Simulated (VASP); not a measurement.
# ZnO (P6_3mc) in VASP: notebook

Runs on ZnO. Level: PBE. Tasks: relaxation of cell and atoms.

Program: VASP 6.6.1. These are calculated values, not measurements. Logs are shortened: lines on timing, memory, paths and dates and some standing lists are left out, and cuts for length are marked.

## Step 1: The crystal as given

Symmetry: P6_3mc, No. 186, hexagonal system. Conventional cell: a = 3.237 Å, b = 3.237 Å, c = 5.222 Å, α = 90.00°, β = 90.00°, γ = 120.00°. Zn (site symmetry 3m) has 4 O at 1.97 to 1.98 Å as nearest neighbours. Around O (site symmetry 3m) lie 4 Zn at 1.97 to 1.98 Å.

The cell is a database's computed one.

## Step 2: Relaxation of cell and atoms, PBE

The input, INCAR:

```
SYSTEM = ZnO
PREC = Accurate ; ENCUT = 600
EDIFF = 1E-6 ; ISMEAR = 0
SIGMA = 0.02 ; LREAL = .False.
LASPH = .True. ; NELM = 120
ALGO = Normal ; ISIF = 3
LWAVE = .False. ; LCHARG = .False.
GGA = PE ; IBRION = 2
NSW = 80 ; EDIFFG = -0.005
KPAR = 4
```

The input, KPOINTS:

```
Automatic mesh
0
Gamma
  11 11 6
  0 0 0
```

The input, POSCAR:

```
ZnO
1.0
    3.2373510000      0.0000000000      0.0000000000
   -1.6186755000      2.8036282000      0.0000000000
    0.0000000000      0.0000000000      5.2220613000
Zn O
2 2
Direct
    0.6666666700      0.3333333300      0.5005917000
    0.3333333300      0.6666666700      0.0005917000
    0.6666666700      0.3333333300      0.8797183000
    0.3333333300      0.6666666700      0.3797183000
```

Potentials or basis: VASP PAW PBE potentials, release 64 (Zn, O).

Started as:

```console
$ cat potpaw_PBE.64/Zn/POTCAR potpaw_PBE.64/O/POTCAR > POTCAR
$ mpirun -np 4 vasp_std > vasp.out
```

OUTCAR:

```text
SYSTEM = ZnO
   PREC = Accurate
   ENCUT = 600
   EDIFF = 1E-6
   ISMEAR = 0
   LREAL = .False.
   LASPH = .True.
   NELM = 120
   ISIF = 3
   GGA = PE
   IBRION = 2
   NSW = 80
   EDIFFG = -0.005

 ion  position               nearest neighbor table
   1  0.667  0.333  0.501-   4 1.97   4 1.97   4 1.97   3 1.98
   2  0.333  0.667  0.001-   3 1.97   3 1.97   3 1.97   4 1.98
   3  0.667  0.333  0.880-   2 1.97   2 1.97   2 1.97   1 1.98
   4  0.333  0.667  0.380-   1 1.97   1 1.97   1 1.97   2 1.98

  LATTYP: Found a hexagonal cell.
 ALAT       =     3.2373510000
 C/A-ratio  =     1.6130661457

  Lattice vectors:

 A1 = (   3.2373510000,   0.0000000000,   0.0000000000)
 A2 = (  -1.6186755000,   2.8036282000,   0.0000000000)
 A3 = (   0.0000000000,   0.0000000000,   5.2220613000)

Analysis of symmetry for initial positions (statically):
=====================================================================
 Subroutine PRICEL returns:
 Original cell was already a primitive cell.

 Routine SETGRP: Setting up the symmetry group for a
 hexagonal supercell.

 Subroutine GETGRP returns: Found 12 space group operations
 (whereof  6 operations were pure point group operations)
 out of a pool of 24 trial point group operations.

The static configuration has the point symmetry C_3v.
 The point group associated with its full space group is C_6v.

Analysis of symmetry for dynamics (positions and initial velocities):
=====================================================================
 Subroutine PRICEL returns:
 Original cell was already a primitive cell.

 Routine SETGRP: Setting up the symmetry group for a
 hexagonal supercell.

 Subroutine GETGRP returns: Found 12 space group operations
 (whereof  6 operations were pure point group operations)
 out of a pool of 24 trial point group operations.

The dynamic configuration has the point symmetry C_3v.
 The point group associated with its full space group is C_6v.

 Subroutine INISYM returns: Found 12 space group operations
 (whereof  6 operations are pure point group operations),
 and found     1 'primitive' translations

----------------------------------------------------------------------------------------

                                     Primitive cell

  volume of cell :      47.3971

  direct lattice vectors                    reciprocal lattice vectors
     3.237351000  0.000000000  0.000000000     0.308894525  0.178340338  0.000000000
    -1.618675500  2.803628200  0.000000000     0.000000000  0.356680675  0.000000000
     0.000000000  0.000000000  5.222061300     0.000000000  0.000000000  0.191495263

  length of vectors
     3.237351000  3.237350994  5.222061300     0.356680675  0.356680675  0.191495263

  position of ions in fractional coordinates (direct lattice)
     0.666666670  0.333333330  0.500591700
     0.333333330  0.666666670  0.000591700
     0.666666670  0.333333330  0.879718300
     0.333333330  0.666666670  0.379718300

  ion indices of the primitive-cell ions
   primitive index   ion index
                 1           1
                 2           2
                 3           3
                 4           4

----------------------------------------------------------------------------------------

 KPOINTS: Automatic mesh

Automatic generation of k-mesh.
 Grid dimensions read from file:
 generate k-points for:   11   11    6

 Generating k-lattice:

  Cartesian coordinates                     Fractional coordinates (reciprocal lattice)
     0.028081320  0.016212758  0.000000000     0.090909091  0.000000000  0.000000000
     0.000000000  0.032425516  0.000000000     0.000000000  0.090909091  0.000000000
     0.000000000  0.000000000  0.031915877     0.000000000  0.000000000  0.166666667

  Length of vectors
     0.032425516  0.032425516  0.031915877

  Shift w.r.t. Gamma in fractional coordinates (k-lattice)
     0.000000000  0.000000000  0.000000000

 Subroutine IBZKPT returns following result:
 ===========================================

 Found     64 irreducible k-points:

 Following reciprocal coordinates:
            Coordinates               Weight
  0.000000  0.000000  0.000000      1.000000
  0.090909  0.000000  0.000000      6.000000
  0.181818  0.000000  0.000000      6.000000
  0.272727  0.000000  0.000000      6.000000
  0.363636  0.000000  0.000000      6.000000
  0.454545  0.000000  0.000000      6.000000
[... 16 lines left out ...]
  0.090909  0.090909  0.166667     12.000000
  0.181818  0.090909  0.166667     24.000000
 [... further k-points ...]
   k-points           NKPTS =     64   k-points in BZ     NKDIM =     64   number of bands    NBANDS=     22
   number of dos      NEDOS =    301   number of ions     NIONS =      4
   total plane-waves  NPLWV =  32928
   dimension x,y,z NGX =    28 NGY =   28 NGZ =   42
   dimension x,y,z NGXF=    56 NGYF=   56 NGZF=   84
   ions per type =               2   2
   NGX,Y,Z   is equivalent  to a cutoff of  14.38, 14.38, 13.37 a.u.
   NGXF,Y,Z  is equivalent  to a cutoff of  28.76, 28.76, 26.74 a.u.
 SYSTEM =  ZnO
   PREC   = accura    normal or accurate (medium, high low for compatibility)
   ISTART =      0    job   : 0-new  1-cont  2-samecut
   ICHARG =      2    charge: 1-file 2-atom 10-const
   ISPIN  =      1    spin polarized calculation?
   LNONCOLLINEAR =      F non collinear calculations
   LSORBIT =      F    spin-orbit coupling
   LASPH  =      T    aspherical Exc in radial PAW
   ENCUT  =  600.0 eV  44.10 Ry    6.64 a.u.   6.47  6.47 10.43*2*pi/ulx,y,z
   NELM   =    120;   NELMIN=  2; NELMDL= -5     # of ELM steps
   EDIFF  = 0.1E-05   stopping-criterion for ELM
   LREAL  =      F    real-space projection
   EDIFFG = -.5E-02   stopping-criterion for IOM
   NSW    =     80    number of steps for IOM
   IBRION =      2    ionic relax: 0-MD 1-quasi-New 2-CG
   NFREE  =      1    steps in history (QN), initial steepest desc. (CG)
   ISIF   =      3    stress and relaxation
   ISYM   =      2    0-nonsym 1-usesym 2-fastsym
   POTIM  = 0.5000    time-step for ionic-motion
   TEBEG  =    0.0;   TEEND  =   0.0 temperature during run
   PSTRESS=    0.0 pullay stress
   NELECT =      36.0000    total number of electrons
   NUPDOWN=      -1.0000    fix difference up-down
   EMIN   =  10.00;   EMAX   =-10.00  energy-range for DOS
   EFERMI =   0.00;   METHOD = LEGACY
   ISMEAR =     0;   SIGMA  =   0.02  broadening in eV -4-tet -1-fermi 0-gaus
   EFERMI_NEDOS =   21; number of points for ismear=-14 and -15
   IALGO  =     38    algorithm
   IMIX   =      4    mixing-type and parameters
     AMIX     =   0.40;   BMIX     =  1.00
     AMIX_MAG =   1.60;   BMIX_MAG =  1.00
  volume/ion in A,a.u.               =      11.85        79.96
  Fermi-wavevector in a.u.,A,eV,Ry     =   1.493682  2.822651 30.355784  2.231087
  Thomas-Fermi vector in A             =   2.606052
   LORBIT       =      0    0 simple, 1 ext, 2 COOP (PROOUT), +10 PAW based schemes
   GGA     = PE    functional components
   LHFCALC =     F    Hartree Fock is set to
   AEXX    =    0.0000 exact exchange contribution
   IVDW    =     0    specifies the selected vdW correction
   LEPSILON=     F    determine dielectric tensor
   LRPA    =     F    only Hartree local field effects (RPA)
 conjugate gradient relaxation of ions
 non-spin polarized calculation
 Gauss-broadening in eV      SIGMA  =   0.02
  energy-cutoff  :      600.00
  volume of cell :       47.40
 maximum number of plane-waves:      1605
 NGX is ok and might be reduce to    28
   NGX = 13   NGY = 13   NGZ = 21

--------------------------------------- Ionic step        1  -------------------------------------------

 number of electron      36.0000008 magnetization

 Free energy of the ion-electron system (eV)
  ---------------------------------------------------
  ext. energy  EPLUGINS =         0.00000000
  ---------------------------------------------------
  free energy    TOTEN  =       -17.81966001 eV

  energy without entropy =      -17.81966001  energy(sigma->0) =      -17.81966001

------------------------ aborting loop because EDIFF is reached ----------------------------------------

  FORCE on cell =-STRESS in cart. coord.  units (eV):
  Direction    XX          YY          ZZ          XY          YZ          ZX
  --------------------------------------------------------------------------------------
  -------------------------------------------------------------------------------------
  Total        1.9143942      1.9143942      1.9329892      0.0000000      0.0000000      0.0000000
  in kB       64.7127401     64.7127398     65.3413112      0.0000000      0.0000000      0.0000000
  external PRESSURE =      64.9222637 kB  Pullay stress =       0.0000000 kB

 VOLUME and BASIS-vectors are now :
 -----------------------------------------------------------------------------
  energy-cutoff  :      600.00
  volume of cell :       47.40
      direct lattice vectors                 reciprocal lattice vectors
     3.237351000  0.000000000  0.000000000     0.308894525  0.178340338  0.000000000
    -1.618675500  2.803628200  0.000000000     0.000000000  0.356680675  0.000000000
     0.000000000  0.000000000  5.222061300     0.000000000  0.000000000  0.191495263
[... 39 lines left out ...]
 POSITION                                       TOTAL-FORCE (eV/Angst)
 -----------------------------------------------------------------------------------
      1.65605      0.95612      2.67497        -0.000000     -0.000000     -0.000559
     -0.00000      1.91224      0.00306         0.000000      0.000000     -0.000559
      1.65605      0.95612      4.70114        -0.000000     -0.000000      0.000559
     -0.00000      1.91224      2.02924         0.000000      0.000000      0.000559
 -----------------------------------------------------------------------------------
    total drift:                               -0.000016      0.000010      0.000738

  FREE ENERGIE OF THE ION-ELECTRON SYSTEM (eV)
  ---------------------------------------------------
  free  energy   TOTEN  =       -17.8512335283 eV

  energy  without entropy=      -17.8512335283  energy(sigma->0) =      -17.85123353

--------------------------------------- Ionic step        3  -------------------------------------------

 number of electron      36.0000014 magnetization

 Free energy of the ion-electron system (eV)
  ---------------------------------------------------
  ext. energy  EPLUGINS =         0.00000000
  ---------------------------------------------------
  free energy    TOTEN  =       -17.86191295 eV

  energy without entropy =      -17.86191295  energy(sigma->0) =      -17.86191295

 E-fermi :   1.0047     XC(G=0): -10.6953

 val. band max:        0.8443788880   @ k =   0.0000   0.0000   0.0000
 cond. band min:       1.5648080898   @ k =   0.0000   0.0000   0.0000
 fundamental gap:      0.7204292018
 Fermi energy:         1.0047354165

 k-point     1 :       0.0000    0.0000    0.0000
  band No.  band energies     occupation
      1     -16.9300      2.00000
      2     -16.2705      2.00000
      3      -4.6671      2.00000
      4      -4.6671      2.00000
      5      -4.6276      2.00000
      6      -4.4942      2.00000
[... 14 lines left out ...]
     21       8.9015      0.00000
     22      13.5402      0.00000
[... 552 lines left out ...]
  band No.  band energies     occupation
      1     -16.6349      2.00000
      2     -16.1987      2.00000
      3      -4.8714      2.00000
      4      -4.6614      2.00000
      5      -4.5227      2.00000
      6      -4.4578      2.00000
[... 14 lines left out ...]
     21       9.1598      0.00000
     22      10.6390      0.00000

 [... further k-points ...]

------------------------ aborting loop because EDIFF is reached ----------------------------------------

  FORCE on cell =-STRESS in cart. coord.  units (eV):
  Direction    XX          YY          ZZ          XY          YZ          ZX
  --------------------------------------------------------------------------------------
  -------------------------------------------------------------------------------------
  Total       -0.0107440     -0.0107440      0.0073968      0.0000000      0.0000000      0.0000000
  in kB       -0.3471632     -0.3471632      0.2390084      0.0000000      0.0000000      0.0000000
  external PRESSURE =      -0.1517727 kB  Pullay stress =       0.0000000 kB

 VOLUME and BASIS-vectors are now :
 -----------------------------------------------------------------------------
  energy-cutoff  :      600.00
  volume of cell :       49.58
      direct lattice vectors                 reciprocal lattice vectors
     3.286241857  0.000000000  0.000000000     0.304298966  0.175687091 -0.000000000
    -1.643120928  2.845968924 -0.000000000     0.000000000  0.351374181 -0.000000000
     0.000000000  0.000000000  5.301691514    -0.000000000  0.000000000  0.188619047

 POSITION                                       TOTAL-FORCE (eV/Angst)
 -----------------------------------------------------------------------------------
      1.64312      0.94866      2.65392         0.000000      0.000000     -0.000950
     -0.00000      1.89731      0.00307        -0.000000      0.000000     -0.000950
      1.64312      0.94866      4.66406        -0.000000      0.000000      0.000950
     -0.00000      1.89731      2.01321         0.000000     -0.000000      0.000950
 -----------------------------------------------------------------------------------
    total drift:                               -0.000016      0.000010      0.000028

  FREE ENERGIE OF THE ION-ELECTRON SYSTEM (eV)
  ---------------------------------------------------
  free  energy   TOTEN  =       -17.8619129526 eV

  energy  without entropy=      -17.8619129526  energy(sigma->0) =      -17.86191295

 reached required accuracy - stopping structural energy minimisation
```

It took 46 s on 4 MPI ranks of Intel Xeon 6975P-C (Granite Rapids), shared host; peak memory 0.22 GiB.

What came out:

```
Free energy                            : -17.8619 eV
Relaxed volume                         : 12.40 Å³/atom
Relaxed cell                           : a = 3.286 Å, b = 3.286 Å, c = 5.302 Å, α = 90.00°, β = 90.00°, γ = 120.00°
Space group after relaxing (to 0.05 Å) : P6_3mc (No. 186)
Energy gained by relaxing              : 10.6 meV/atom
Ionic steps                            : 3
Pressure after relaxing                : 0.0 GPa
Band gap on the k mesh                 : 0.72 eV, direct
```

Step by step:
| step | energy change (eV) | largest force (eV/Å) | pressure (GPa) | volume (Å³) |
| --- | --- | --- | --- | --- |
| 1 | 0.0000 | 0.0020 | 6.49 | 47.40 |
| 2 | -0.0316 | 0.0006 | -2.88 | 50.77 |
| 3 | -0.0423 | 0.0009 | -0.02 | 49.58 |

Final structure:
```
CELL_PARAMETERS angstrom
3.28624 0.00000 0.00000
-1.64312 2.84597 0.00000
0.00000 0.00000 5.30169
ATOMIC_POSITIONS crystal
Zn 0.66667 0.33333 0.50058
Zn 0.33333 0.66667 0.00058
O 0.66667 0.33333 0.87973
O 0.33333 0.66667 0.37973
```

Levels at points of the mesh, in eV from the valence-band top:
| k point | band 14 | band 15 | band 16 | band 17 | band 18 | band 19 | band 20 | band 21 | band 22 |
| --- | --- | --- | --- | --- | --- | --- | --- | --- | --- |
| (0.00, 0.00, 0.00) | -0.75 | -0.75 | -0.08 | 0.00 | 0.00 | 0.72 | 5.07 | 8.06 | 12.70 |
| (0.00, 0.00, 0.50) | -2.22 | -0.37 | -0.37 | -0.37 | -0.37 | 3.35 | 3.35 | 9.89 | 9.89 |

## Step 3: Relaxation of cell and atoms, PBE

This run uses another cell than the first one, of 12.40 Å³/atom, 1.046 times its volume.

INCAR is that of step 2.

KPOINTS is that of step 2.

The input, POSCAR:

```
ZnO                                     
1.0
    3.2862418568      0.0000000000      0.0000000000
   -1.6431209284      2.8459689237     -0.0000000000
    0.0000000000      0.0000000000      5.3016915136
  Zn              O             
     2     2
Direct
     0.6666666699999979    0.3333333300000021    0.5005795292746178
     0.3333333300000021    0.6666666699999979    0.0005795292746178
     0.6666666699999979    0.3333333300000021    0.8797304707253837
     0.3333333300000021    0.6666666699999979    0.3797304707253837
```

Potentials or basis: VASP PAW PBE potentials, release 64 (Zn, O).

Started as:

```console
$ cat potpaw_PBE.64/Zn/POTCAR potpaw_PBE.64/O/POTCAR > POTCAR
$ mpirun -np 4 vasp_std > vasp.out
```

It took 19 s on 4 MPI ranks of Intel Xeon 6975P-C (Granite Rapids), shared host; peak memory 0.21 GiB.

The run converged. Its results:

```yaml
Free_energy: -17.8659 eV
Pressure_after_relaxing: 0.0 GPa
Band_gap_on_the_k_mesh: 0.72 eV, direct
```

Final structure:
```
CELL_PARAMETERS angstrom
3.28624 0.00000 0.00000
-1.64312 2.84597 0.00000
0.00000 0.00000 5.30169
ATOMIC_POSITIONS crystal
Zn 0.66667 0.33333 0.50058
Zn 0.33333 0.66667 0.00058
O 0.66667 0.33333 0.87973
O 0.33333 0.66667 0.37973
```

Levels at points of the mesh, in eV from the valence-band top:
```
           k point  band 15  band 16  band 17  band 18  band 19  band 20  band 21  band 22
(0.00, 0.00, 0.00)    -0.75    -0.08     0.00     0.00     0.72     5.07     8.06    12.70
(0.00, 0.00, 0.50)    -0.37    -0.37    -0.37    -0.37     3.35     3.35     9.89     9.89
```

Caveat: the relaxation stopped at its first step, so nothing moved.
